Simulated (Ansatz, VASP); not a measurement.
**HgTe in VASP and in Ansatz**

Contents of INCAR:

```
SYSTEM = HgTe
ALGO = Normal
EDIFF = 1E-6
ENCUT = 520
GGA = PE
ISIF = 2
ISMEAR = -1
LASPH = .True.
LCHARG = .False.
LREAL = .False.
LWAVE = .False.
NBANDS = 16
NELM = 60
PREC = Accurate
SIGMA = 0.03
```

The input KPOINTS:

```
k-points
0
Gamma
  11 11 11
  0 0 0
```

File POSCAR:

```
HgTe
1.0
    0.0000000000      3.3202050000      3.2235000000
    3.3202050000      0.0000000000      3.2235000000
    3.3202050000      3.3202050000      0.0000000000
Hg Te
1 1
Direct
    0.0000000000      0.0000000000      0.0000000000
    0.7500000000      0.7500000000      0.7500000000
```

Input for Ansatz:

```yaml
crystal:
  lattice:
    - [0.0, 3.320205, 3.2235]
    - [3.320205, 0.0, 3.2235]
    - [3.320205, 3.320205, 0.0]
  atoms:
    - { symbol: Hg, position: [0.0, 0.0, 0.0] }
    - { symbol: Te, position: [0.75, 0.75, 0.75] }
kpoints:
  mp_grid: { grid: [11, 11, 11] }
  band_path:
    path:
      - [0.0, 0.0, 0.0]
      - [0.0, 0.5, 0.5]
      - [0.25, 0.75, 0.5]
      - [0.0, 0.5, 0.0]
      - [0.0, 0.0, 0.0]
      - [0.5, 0.5, 0.0]
      - [0.3826125, 0.6173875, 0.0]
      - [-0.3826125, 0.3826125, 0.0]
      - [0.0, 0.0, 0.0]
    npoints: 5
scf:
  occupations: { method: fermi_dirac, width: 0.03 }
hamiltonian:
  xc: pbe
  pseudopotentials: { kind: all_electron, lapw: { basis_error: 0.0005 } }
output:
  forces: true
  stress: true
  eigenvalues: true
```

Change from the starting cell: equal xx and yy strain of +3 %.

Alike in both runs: task single point; functional PBE; k mesh 11 × 11 × 11; occupations fermi-dirac, width 0.03 eV; no spin polarisation.

|  | VASP | Ansatz |
| --- | --- | --- |
| version | VASP 6.6.1 | Ansatz 0.2.0 |
| potentials or method | VASP PAW PBE potentials, release 64 (Hg, Te) | all-electron LAPW, scalar-relativistic |
| plane-wave cutoff (eV) | 520 | see its input |

```tsv
	VASP	Ansatz	Ansatz less VASP
pressure (GPa)	1.3	1.3	-0.05
largest component of the traceless stress (GPa)	0.26	0.26	0.000
```

Ansatz ran all-electron here, so the differences hold the error of VASP's frozen core and of both bases.

Caveats: spin-orbit coupling is left out, which moves the levels of the heavy elements; an odd mesh through Γ misses points on the zone boundary, where band edges often lie.
